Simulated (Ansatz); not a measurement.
# Sn (Fd-3m) in Ansatz: settings compared

One crystal, Sn, is run at these levels: r2SCAN, r2SCAN+D3(BJ); tasks: relaxation of cell and atoms.

Everything below comes from runs of Ansatz 0.2.0. Logs are shortened: lines on timing, memory, paths and dates and some standing lists are left out, and cuts for length are marked.

## (1) The crystal as given

It takes space group Fd-3m (No. 227, cubic). Conventional cell: a = 6.467 Å, b = 6.467 Å, c = 6.467 Å, α = 90.00°, β = 90.00°, γ = 90.00°. Sn (site symmetry -43m) is surrounded by 4 Sn at 2.80 Å.

This isn't the form of Sn at room conditions, which is tetragonal (white tin).

## (2) Relaxation of cell and atoms, r2SCAN

The input, input.yaml:

```yaml
crystal:
  lattice:
    - [0.0, 3.2333428, 3.2333428]
    - [3.2333428, 0.0, 3.2333428]
    - [3.2333428, 3.2333428, 0.0]
  atoms:
    - { symbol: Sn, position: [0.75, 0.75, 0.75] }
    - { symbol: Sn, position: [0.5, 0.5, 0.5] }
hamiltonian:
  xc: r2scan
  pseudopotentials: { kind: paw }
kpoints:
  mp_grid: { grid: [7, 7, 7] }
scf:
  occupations: { method: fermi_dirac, width: 0.05 }
output:
  forces: true
  stress: true
  eigenvalues: true
relax:
  f_tol: 0.01
  max_steps: 40
  cell: { stress_tol: 0.05 }
```

Potentials or basis: Ansatz PAW.

Command:

```sh
$ ansatz run input.yaml --threads 2 --pin off --max-ram 5632MiB --backend cpu --events-out ev --progress --plain --runs-dir out
```

The log of the run:

```text
Warning: RAYON_NUM_THREADS=2 ignored (pool sized by the plan → 2); use --threads N
Engine: ansatz 0.2.0, aarch64-unknown-linux-gnu
Pseudopotentials: kind: paw
Pseudopotential: Sn, paw, valence charge 14, recommended cutoff 500 eV (meta_gga), Sn.paw.azcp
Functional definition: r2SCAN
  parameter k0 = 0.174
  parameter k1 = 0.065
  parameter a1 = 4.9479
  exchange = r2scan_x(k0 = k0, k1 = k1, a1 = a1)
  correlation = r2scan_c
Crystal: 2 atoms, lattice volume = 67.606 Å³
Basis set: ecut = 500 eV, 1759 PW (Γ), exchange–correlation on 144×144×144 points (64 copies of the dense FFT grid, shifted against one another)
Bands: 18, of which v1, the nominal top of the filled ones, is band 14 counted from 1 (13 counted from 0)
Symmetry: 48 space group operations
Space group: Fd-3m (ITA 227), of the structure as read, at distance tolerance 4.1e-5 Å
k-points: 20 of 343
Non-local potential: Sn, projectors of the file, l = 0: 2, l = 1: 2, l = 2: 2, l = 3: 2
PAW form: soft (Blöchl's): semilocal exchange-correlation on the pseudo side does not see the compensation charge
PAW frozen core: Sn, regenerated for the run's functional (the file was generated under x = pbe(κ = 0.804, μ = 0.2195149727645171), c = pbe(β = 0.06672455060314922))
PAW one-centre angular grid: Sn, 590 points (default); XC on 249 of its mesh's 2787 points in the sphere
Initial density: superposition of atomic densities (neutral atoms: chi_scale 0, normalization atom), corrected by the library's trained network
Initial wavefunctions: pseudopotential atomic-orbital guess
Functional: x = r2scan, c = r2scan; τ floored in thin density (d = 2e-4 eV/Å³)
SCF iter   1: F=—  HF=-12077.234640 eV  |F-HF|=—  |Δ(HF+E_count)|=         —  Δρ=4.94e-3  dr2=6.73e-3  dr2_τ=5.52e-3  ethr=1.77e-3  ⟨swp⟩=5.9  Hψ=1939  notcnv=0
preconditioner: auto → none  [insulator: Δε(μ)=0.166 eV  Ē_g=21.052 eV  σ=0.050 eV  W_gap=0.51  n_scr=14 (ndim 8)  ℏωp=23.9 eV  f_vac=0.094  D(μ)=0.13/eV (n_scr^D=0)  ε∞_Penn≈2.3]
SCF iter   2: F=—  HF=-12077.244195 eV  |F-HF|=—  |Δ(HF+E_count)|=   9.56e-3  Δρ=1.78e-3  dr2=9.26e-4  dr2_τ=2.07e-5  ethr=2.40e-5  ⟨swp⟩=2.0  Hψ=880  notcnv=0
SCF iter   3: F=—  HF=-12077.244412 eV  |F-HF|=—  |Δ(HF+E_count)|=   2.16e-4  Δρ=6.85e-4  dr2=1.36e-4  dr2_τ=4.84e-6  ethr=3.31e-6  ⟨swp⟩=2.2  Hψ=644  notcnv=0
SCF iter   4: F=—  HF=-12077.244399 eV  |F-HF|=—  |Δ(HF+E_count)|=   1.27e-5  Δρ=5.97e-5  dr2=1.53e-6  dr2_τ=5.83e-8  ethr=4.87e-7  ⟨swp⟩=3.0  Hψ=680  notcnv=0
SCF iter   5: F=—  HF=-12077.244398 eV  |F-HF|=—  |Δ(HF+E_count)|=   1.14e-6  Δρ=7.88e-6  dr2=1.62e-8  dr2_τ=5.91e-10  ethr=5.46e-9  ⟨swp⟩=2.0  Hψ=641  notcnv=0
SCF iter   6: F=-12077.244398 eV  HF=-12077.244398 eV  |F-HF|=6.18e-11  |Δ(HF+E_count)|=   1.72e-8  Δρ=5.80e-7  dr2=1.09e-10  dr2_τ=4.80e-12  ethr=5.80e-11  ⟨swp⟩=2.8  Hψ=1258  notcnv=0
SCF 1 converged in 6 iterations: F = -12077.244398 eV  dr2 = 1.09e-10
relax step   1: F+E_penalty+E_count = -12077.24439782 eV  Δ(F+E_penalty+E_count) = +0.000e0 eV  max|allowed force component| = 1.503e-17 eV/Å  Δτ_max = 0.0000 Å  P = +2.232 GPa  Ω = 67.606 Å³  (6 SCF iters, dr2 threshold 1.00e-7 eV, accepted)
Crystal: 2 atoms, lattice volume = 73.094 Å³
Basis set: ecut = 500 eV, 1837 PW (Γ), exchange–correlation on 144×144×144 points (64 copies of the dense FFT grid, shifted against one another)
[... 40 lines left out ...]
SCF 5 converged in 4 iterations: F = -12077.265811 eV  dr2 = 9.37e-12
relax step   5: F+E_penalty+E_count = -12077.26581079 eV  Δ(F+E_penalty+E_count) = -8.482e-5 eV  max|allowed force component| = 4.163e-17 eV/Å  Δτ_max = 0.0000 Å  P = +0.000 GPa  Ω = 70.825 Å³  stress off target by 5.85e-5 GPa  SCF on the basis re-selected at this cell (its energy is not comparable with the rows above)  (4 SCF iters)
basis re-selected at this cell: Δ(F+E_penalty+E_count) = -8.482e-5 eV, ΔP = +0.002 GPa vs the last step (what re-selecting the basis moved, of the pressure what is left beyond the Pulay correction that the steps carried, after the strain that the cell walked since its last selection, with what the two solves' SCF thresholds leave and, on support functions, any second-order correction that the steps lacked; it is no measure of the basis error at this ecutwfc). This SCF's stress stands 5.85e-5 GPa from its target on what of the cell is left free (relax.cell.stress_tol is 5.00e-2 GPa) and its largest allowed force component is 4.16e-17 eV/Å (relax.f_tol is 1.00e-2 eV/Å): within both
SCF converged after 4 iterations
Free energy (F): -12077.265811 eV
Harris-Foulkes:  -12077.265811 eV  (|F-HF|=7.28e-12)
Internal energy: -12077.264391 eV  (E = F + TS)
E sigma→0 (E₀):  -12077.265101 eV
Entropy (-TS):   -0.001420 eV (-0.710 meV/atom)
Fermi energy:    7.298346 eV
--- Per-component energies (eV) ---
  E_band       = -277.862225
  E_kinetic    = 373.273374
  E_local      = -2346.027494  (includes V_loc(G=0)·N_el)
  E_nonlocal   = -64.894136
  E_hartree    = 1343.703781
  E_xc         = -747.739897
  E_vxc        = -207.179736  (∫ρ·V_xc dr)
  E_paw        = -8322.203691  (= ΣΔE_a)
  E_vpaw       = -733.728436  (= ΣTr[D̂ρ^β])
  E_aug_tail   = -0.000001  (compensation charges beyond the density's cutoff)
  E_vtau       = 13.286464  (kinetic-family band-sum trace: ∫τ·v_τ [+ j·A + Jᵃ·Aᵃ] dr)
  E_ewald      = -2314.846968
  E_core_change = 1.470640  (= ΣΔE_core)
  E_smearing   = -0.001420  (= −TS)
  E_closure    = -0.000000  (closes the sum)
  Σ components = -12077.265811   (vs F -12077.265811, Δ=0.00e0)
--- Forces (eV/Å), atoms counted from 1 ---
  atom   1  Sn    -0.00000000    -0.00000000     0.00000000
  atom   2  Sn     0.00000000    -0.00000000    -0.00000000
  max |Σ_I F_I| component: 1.85e-17 eV/Å
--- Stress (GPa, compression-positive) ---
        0.000059      -0.000000      -0.000000
       -0.000000       0.000059       0.000000
       -0.000000       0.000000       0.000059
  P = ⅓ Tr σ = 0.0001 GPa (0.001 kbar)
--- Band table (eV; the first three rows and the last of 20) ---
  k-point 0: bands = ["-15.0795", "-15.0795", "-15.0795", "-15.0207", "-15.0207", "-14.7248", "-14.7248", "-14.7248", "-14.7132", "-14.7132", "-3.5752", "6.6916", "7.3176", "7.3176", "7.3176", "9.5308", "9.5308", "9.5308"]
  k-point 1: bands = ["-15.0921", "-15.0921", "-15.0749", "-15.0026", "-15.0026", "-14.7478", "-14.7478", "-14.7305", "-14.6935", "-14.6935", "-3.3750", "4.7866", "6.9669", "6.9669", "7.9390", "9.9867", "9.9867", "10.4627"]
  k-point 2: bands = ["-15.1071", "-15.1071", "-15.0641", "-14.9768", "-14.9768", "-14.7694", "-14.7694", "-14.7438", "-14.6778", "-14.6778", "-2.8072", "2.6616", "6.4444", "6.4444", "7.6477", "10.5520", "10.5520", "12.5027"]
  k-point 19: bands = ["-15.1500", "-15.1378", "-14.9760", "-14.9104", "-14.8916", "-14.8606", "-14.8549", "-14.8042", "-14.6423", "-14.6303", "-0.8264", "0.0929", "3.9195", "4.7185", "9.6451", "11.3713", "12.0268", "12.0361"]
--- Relaxed structure (4 steps of the walk, 4 accepted, 1 SCFs on fresh bases) ---
  F+E_penalty+E_count = -12077.26581079 eV   max|allowed force component| = 4.163e-17 eV/Å   (the final SCF, on the basis selected at the relaxed cell)
  cell:  # Å, volume = 70.8254 Å³
    - [1.0827665342946085e-34, 3.283872476886819, 3.283872476886819]
    - [3.283872476886819, -5.190910235816679e-34, 3.283872476886819]
    - [3.283872476886819, 3.283872476886819, -6.241830740297099e-34]
  atoms:
    - { symbol: Sn, position: [0.75, 0.75, 0.75] }
    - { symbol: Sn, position: [0.49999999999999994, 0.49999999999999994, 0.49999999999999994] }
```

Run time: 10 s. Hardware: 2 threads of Arm Neoverse V2, shared host; peak memory 0.52 GiB.

What came out:

```yaml
Free_energy: -12077.2658 eV
Relaxed_volume: 35.41 Å³/atom
Relaxed_cell: a = 4.644 Å, b = 4.644 Å, c = 4.644 Å, α = 60.00°, β = 60.00°, γ = 60.00°
Space_group_after_relaxing_to_0.05_Å: Fd-3m (No. 227)
Energy_gained_by_relaxing: 10.7 meV/atom
Ionic_steps: 5
Pressure_after_relaxing: 0.0 GPa
Band_gap_on_the_k_mesh: none (metal or under the smearing width)
```

The path:
```csv
step,energy change (eV),largest force (eV/Å),volume (Å³)
1,0.0000,0.0000,67.61
2,-0.0121,0.0000,73.09
3,-0.0212,0.0000,71.02
4,-0.0213,0.0000,70.83
5,-0.0214,0.0000,70.83
```

Final structure:
```
Sn
1.0
     0.00000    3.28387    3.28387
     3.28387    0.00000    3.28387
     3.28387    3.28387    0.00000
Sn
2
Direct
  0.75000 0.75000 0.75000
  0.50000 0.50000 0.50000
```

Caveat: the plane-wave basis is chosen anew once the cell has moved, so the energies of steps on either side of that aren't comparable; the PAW data sets come from PBE, with cores solved anew for the run's functional, which leaves a small shift of forces and pressure.

## (3) Relaxation of cell and atoms, r2SCAN+D3(BJ)

Changes to input.yaml since step 2:

```diff
@@ -11,2 +11,3 @@
   pseudopotentials: { kind: paw }
+  dispersion: d3bj
 kpoints:
```

Potentials or basis: Ansatz PAW.

Command:

```sh
$ ansatz run input.yaml --threads 2 --pin off --max-ram 5632MiB --backend cpu --events-out ev --progress --plain --runs-dir out
```

Wall time 10 s (2 threads of Arm Neoverse V2, shared host); peak memory 0.53 GiB.

The run converged. Its results:

```yaml
Free_energy: -12077.5505 eV
Relaxed_volume: 34.90 Å³/atom
Relaxed_cell: a = 4.622 Å, b = 4.622 Å, c = 4.622 Å, α = 60.00°, β = 60.00°, γ = 60.00°
Space_group_after_relaxing_to_0.05_Å: Fd-3m (No. 227)
Energy_gained_by_relaxing: 5.2 meV/atom
Ionic_steps: 5
Pressure_after_relaxing: 0.0 GPa
Band_gap_on_the_k_mesh: none (metal or under the smearing width)
```

Step by step:
| step | energy change (eV) | largest force (eV/Å) | volume (Å³) |
| --- | --- | --- | --- |
| 1 | 0.0000 | 0.0000 | 67.61 |
| 2 | -0.0056 | 0.0000 | 71.38 |
| 3 | -0.0103 | 0.0000 | 69.91 |
| 4 | -0.0103 | 0.0000 | 69.81 |
| 5 | -0.0103 | 0.0000 | 69.81 |

Final structure:
```
Sn
1.0
     0.00000    3.26809    3.26809
     3.26809    0.00000    3.26809
     3.26809    3.26809    0.00000
Sn
2
Direct
  0.75000 0.75000 0.75000
  0.50000 0.50000 0.50000
```

Levels at points of the mesh, in eV from the Fermi level:
```csv
k point,band 10,band 11,band 12,band 13,band 14,band 15,band 16,band 17,band 18
"(0.00, 0.00, 0.00)",-22.04,-10.99,-0.52,0.01,0.01,0.01,2.22,2.22,2.22
```

Caveat: the plane-wave basis is chosen anew once the cell has moved, so the energies of steps on either side of that aren't comparable; pairwise dispersion overbinds metals, which lowers pressure and volume; the PAW data sets come from PBE, with cores solved anew for the run's functional, which leaves a small shift of forces and pressure; the dispersion damping was fitted for another functional or another form of the correction. Zero-point motion and thermal expansion aren't in these numbers.
